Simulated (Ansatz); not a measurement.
The system is BaTiO3.

```xyz
5
Lattice="4.0060 0.0000 0.0000 0.0000 4.0060 0.0000 0.0000 0.0000 4.0060" Properties=species:S:1:pos:R:3 pbc="T T T"
Ba    2.0030    2.0030    2.0030
Ti    0.0000    0.0000    0.0000
O     0.0000    0.0000    2.0030
O     0.0000    2.0030    0.0000
O     2.0030    0.0000    0.0000
```

```yaml
Program: Ansatz 0.2.0
Task: relaxation of cell and atoms
Functional: PBEsol
Potentials_or_basis: Ansatz PAW
Cutoff: "420 eV (not typed: the program's choice for these potentials)"
k_mesh: 7 × 7 × 7
Occupations: fermi-dirac, width 0.05 eV
Spin: no spin polarisation
```

At the start: volume 12.86 Å³/atom.

**Question.** How do energy, volume and symmetry change on relaxing?

**Answer.** It ends after 6 steps and the volume is 12.51 Å³/atom (-2.7 %); space group Pm-3m (No. 221, to 0.05 Å).

The path:
```
step  energy change (eV)  largest force (eV/Å)  volume (Å³)
   1              0.0000                0.0000        64.29
   2             -0.0312                0.0000        62.46
   3             -0.0308                0.0000        62.63
   4             -0.0256                0.0000        62.63
   5             -0.0258                0.0000        62.56
   6             -0.0257                0.0000        62.56
```

Final structure:
```
Ba Ti O
1.0
     3.96987    0.00000    0.00000
     0.00000    3.96987    0.00000
     0.00000    0.00000    3.96987
Ba Ti O
1 1 3
Direct
  0.50000 0.50000 0.50000
  0.00000 0.00000 0.00000
  0.00000 0.00000 0.50000
  0.00000 0.50000 0.00000
  0.50000 0.00000 0.00000
```

Caveat: the plane-wave basis is chosen anew once the cell has moved, so the energies of steps on either side of that aren't comparable; the pressure holds a Pulay correction of +0.6 GPa for the finite cutoff; the PAW data sets come from PBE, with cores solved anew for the run's functional, which leaves a small shift of forces and pressure.
